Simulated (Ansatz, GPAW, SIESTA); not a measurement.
One calculation of InGaAs2, 3 ways

```
CELL_PARAMETERS angstrom
4.22500 0.00000 0.00000
0.00000 4.22500 0.00000
0.00000 0.00000 5.96215
ATOMIC_POSITIONS crystal
In 0.00000 0.00000 0.50000
As 0.00000 0.50000 0.23153
As 0.50000 0.00000 0.76848
Ga 0.50000 0.50000 0.00000
```

The cell comes from a database or a generator and needn't be the stable form of this composition.

Alike in all runs: task band structure; functional PBEsol; k mesh 6 × 6 × 5; occupations fermi-dirac, width 0.05 eV; no spin polarisation; no spin-orbit coupling. Pressure is positive in compression and, in plane waves, holds the error of the finite cutoff, which Ansatz's Pulay term estimates and takes out.

```
                                                                                      program and potentials  plane-wave cutoff (eV)                                                                                                                            notes  pressure (GPa)
                                                                                          Ansatz, Ansatz PAW                     420  potentials made for PBE, which Ansatz adapts in part; 14 valence electrons an atom on average; Pulay term of +0.03 GPa included           -2.62
                                                           GPAW, PAW data sets generated for this functional                     600                                                                                         6.5 valence electrons an atom on average           -2.45
SIESTA, files PseudoDojo sr-pbesol-0.4.1-standard, DZP (energy shift 0.003 Ry; two zetas on semicore shells)                       -                                                                            atomic basis; 14 valence electrons an atom on average           -2.54
```

Force on atom 2 (As), eV/Å:

| program and potentials | x | y | z |
| --- | --- | --- | --- |
| Ansatz, Ansatz PAW | 0.000 | 0.000 | -0.040 |
| GPAW, PAW data sets generated for this functional | 0.000 | 0.000 | 0.045 |
| SIESTA, files PseudoDojo sr-pbesol-0.4.1-standard, DZP (energy shift 0.003 Ry; two zetas on semicore shells) | 0.000 | 0.000 | 0.022 |

The pressure spans -2.62 (Ansatz, Ansatz PAW) to -2.45 GPa (GPAW, PAW data sets generated for this functional). Rows in atomic bases carry the error of their basis and grid, which can be large.

The functional is the same throughout but for its coding, so the spread measures potentials, basis and numerics; runs on potential files found faulty are left out.
